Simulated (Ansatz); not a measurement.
## Does relaxation matter for the field gradients of BeS with an S vacancy?

Start: a supercell of BeS (zinc blende type, F-43m) built from a computed structure from the Materials Project (it need not be an observed phase), with all atoms left at the host's positions.

Space group F-43m (No. 216); a = 14.6109 Å.

```
site  Wyckoff  site symmetry       x       y       z
 Be1      16e            .3m  0.4167  0.0833  0.4167
 Be3      24g           2.mm  0.7500  0.0833  0.7500
 Be5      48h            ..m  0.7500  0.9167  0.5833
Be14       4d           -43m  0.7500  0.7500  0.7500
Be18      16e            .3m  0.0833  0.5833  0.9167
 S28      48h            ..m  0.6667  0.0000  0.6667
 S31      16e            .3m  0.8333  0.8333  0.6667
 S35      16e            .3m  0.1667  0.6667  0.8333
 S41      24f           2.mm  0.0000  0.6667  0.0000
```

One atom of each set is listed; the run and its k-mesh use a cell of 53 atoms with edges of 10.33, 10.33, 10.33 Å.

Method: Kohn–Sham DFT in Ansatz, PBE, plane waves and PAW, scalar-relativistic, 420 eV cutoff, Γ-centred 2×2×2 k-points, Fermi–Dirac smearing 0.01 eV, cell charge +2.

The largest force at the start is 2.1 eV/Å. Relaxing the ions at fixed cell moves them by 0.517 Å at most (atom 10, Be) and 0.144 Å rms.

```json
{"site": "Be1", "moved (Å)": "0.517", "first shell before": "3 S at 2.11 Å", "first shell after": "3 S at 2.01 Å", "V_zz before (10²¹ V/m²)": "0.99", "η before": "0.00"}
{"site": "Be3", "moved (Å)": "0.009", "first shell before": "4 S at 2.11 Å", "first shell after": "4 S at 2.10–2.12 Å", "V_zz before (10²¹ V/m²)": "-0.095", "η before": "0.68"}
{"site": "Be5", "moved (Å)": "0.041", "first shell before": "4 S at 2.11 Å", "first shell after": "4 S at 2.08–2.12 Å", "V_zz before (10²¹ V/m²)": "-0.053", "η before": "0.84"}
{"site": "Be18", "moved (Å)": "0.005", "first shell before": "4 S at 2.11 Å", "first shell after": "4 S at 2.10–2.11 Å", "V_zz before (10²¹ V/m²)": "0.012", "η before": "0.00"}
{"site": "S28", "moved (Å)": "0.020", "first shell before": "4 Be at 2.11 Å", "first shell after": "4 Be at 2.01–2.12 Å", "V_zz before (10²¹ V/m²)": "4.19", "η before": "0.16"}
{"site": "S31", "moved (Å)": "0.001", "first shell before": "4 Be at 2.11 Å", "first shell after": "4 Be at 2.10–2.11 Å", "V_zz before (10²¹ V/m²)": "-0.44", "η before": "0.00"}
{"site": "S35", "moved (Å)": "0.001", "first shell before": "4 Be at 2.11 Å", "first shell after": "4 Be at 2.10–2.11 Å", "V_zz before (10²¹ V/m²)": "-0.55", "η before": "0.00"}
{"site": "S41", "moved (Å)": "0.011", "first shell before": "4 Be at 2.11 Å", "first shell after": "4 Be at 2.08–2.10 Å", "V_zz before (10²¹ V/m²)": "-0.24", "η before": "0.04"}
```

(1) How do the gradients change?

Results:

(1) 

| site | V_zz after | η after | change of V_zz |
| --- | --- | --- | --- |
| Be1 | 1.21 | 0.00 | +0.22 |
| Be3 | 0.090 | 0.50 | – |
| Be5 | -0.12 | 0.83 | -0.06 |
| Be18 | 0.025 | 0.00 | +0.01 |
| S28 | 1.43 | 0.93 | – |
| S31 | -0.27 | 0.00 | +0.17 |
| S35 | -0.40 | 0.00 | +0.15 |
| S41 | 0.16 | 0.09 | – |

The largest change of V_zz along a kept axis is on Be1, from 0.99 to 1.21. The whole tensor moves most on S28, by 4.21 along its most changed direction. On S28, S41, Be3 the largest principal value lies along another axis in the second run, so the two V_zz can't be compared directly. Sites without a gradient aren't listed. The electronic state changes along with the positions (a gap opens), so the changes aren't those of geometry alone.

The defect repeats with the cell of 53 atoms, so it feels its images: sites between two images don't show the values beside a lone defect, and zeros or small values of η there can come from the images' arrangement. A uniform background compensates the cell's charge.
Before: The run isn't spin-polarised, and a state with spin may lie lower. The defect cell has no gap above 0.1 eV on its mesh, so the values can hang on the smearing and the k-mesh. The neighbours have not yet relaxed around the defect (largest force 2.1 eV/Å), so a real crystal will differ.
